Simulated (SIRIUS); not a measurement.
AlN: equation of state with PBEsol

Crystal: AlN.

```
CELL_PARAMETERS angstrom
0.00000 2.18399 2.18399
2.18399 0.00000 2.18399
2.18399 2.18399 0.00000
ATOMIC_POSITIONS crystal
Al 0.00000 0.00000 0.00000
N 0.25000 0.25000 0.25000
```

Measurements of this composition are mostly on another form, of space group No. 186.

* Program: SIRIUS 7.10.0
* Task: equation of state
* Functional: PBEsol
* Potentials or basis: PseudoDojo 0.4.1 PBEsol standard (scalar relativistic)
* Cutoff: 1152 eV
* Density cutoff: 4606 eV
* k mesh: 10 × 10 × 10
* Occupations: fermi-dirac, width 0.05 eV
* Spin: no spin polarisation
* Libxc names: ["XC_GGA_X_PBE_SOL", "XC_GGA_C_PBE_SOL"]
* Radial cutoff for the potentials' integrals: 6.5 bohr

* Equilibrium volume: 10.48 Å³/atom
* Bulk modulus: 201 GPa
* Pressure derivative of the bulk modulus: 3.9

Energy against volume, from the lowest point:
```
volume (Å³/atom)  energy (meV/atom)
           9.792              31.39
          10.001              14.62
          10.209               4.36
          10.417               0.00
          10.626               0.99
          10.834               6.84
          11.042              17.08
```

All runs of the series together: 2.3 min on 1 thread of Arm Neoverse V2 (shared host).
